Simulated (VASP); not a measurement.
**GaN: single point with PBEsol**

The system is GaN.

```
CELL_PARAMETERS angstrom
0.00000 2.13524 2.13524
2.13524 0.00000 2.13524
2.13524 2.13524 0.00000
ATOMIC_POSITIONS crystal
Ga 0.00000 0.00000 0.00000
N 0.53512 0.53512 0.46488
```

Measurements of this composition are mostly on another form, of space group No. 186.

The cell isn't the ideal one: one atom moved.

```yaml
Program: VASP 6.6.1
Task: single point
Functional: PBEsol
Potentials_or_basis: VASP PAW PBE potentials, release 64 (Ga_d, N)
Cutoff: 520 eV
k_mesh: 14 × 14 × 14
Occupations: gaussian, width 0.05 eV
Spin: no spin polarisation
Dipole_correction: no
Further_INCAR_settings: ALGO = Normal; EDIFF = 1e-06; NBANDS = 16
```

* Pressure: -4.8 GPa
* Largest force: 0.402 eV/Å
* Band gap on the k mesh: 0.34 eV, indirect (least direct gap 2.32 eV)

Forces in eV/Å, atoms in the order of the input:
```
Ga   0.000  0.000  0.402
N    0.000  0.000 -0.402
```

Stress tensor (GPa, compression positive):
```
-7.95  0.00  0.00
 0.00 -7.95  0.00
 0.00  0.00  1.40
```

Levels at points of the mesh, in eV from the valence-band top:
| k point | band 5 | band 6 | band 7 | band 8 | band 9 | band 10 | band 11 | band 12 | band 13 | band 14 |
| --- | --- | --- | --- | --- | --- | --- | --- | --- | --- | --- |
| (0.00, 0.00, 0.00) | -13.87 | -13.84 | -0.52 | -0.44 | -0.44 | 1.88 | 13.87 | 13.87 | 14.42 | 15.50 |
| (0.50, 0.00, 0.00) | -13.72 | -13.61 | -8.15 | -0.27 | -0.19 | 4.52 | 8.46 | 8.85 | 9.50 | 15.84 |
| (0.50, 0.50, 0.00) | -13.67 | -10.98 | -7.01 | -2.97 | -2.97 | 0.38 | 7.65 | 11.64 | 14.05 | 14.05 |
| (0.00, 0.50, 0.50) | -13.67 | -11.01 | -6.96 | -2.97 | -2.89 | 0.34 | 7.46 | 11.55 | 14.18 | 14.30 |

Wall time 49 s on 1 thread of Intel(R) Xeon(R) Platinum 8259CL CPU @ 2.50GHz (Skylake/Cascade Lake) (shared host), peak memory 0.2 GiB.

Caveat: the PAW data sets were made with another functional, which shifts forces and pressure a little. A k mesh can miss the band edges.
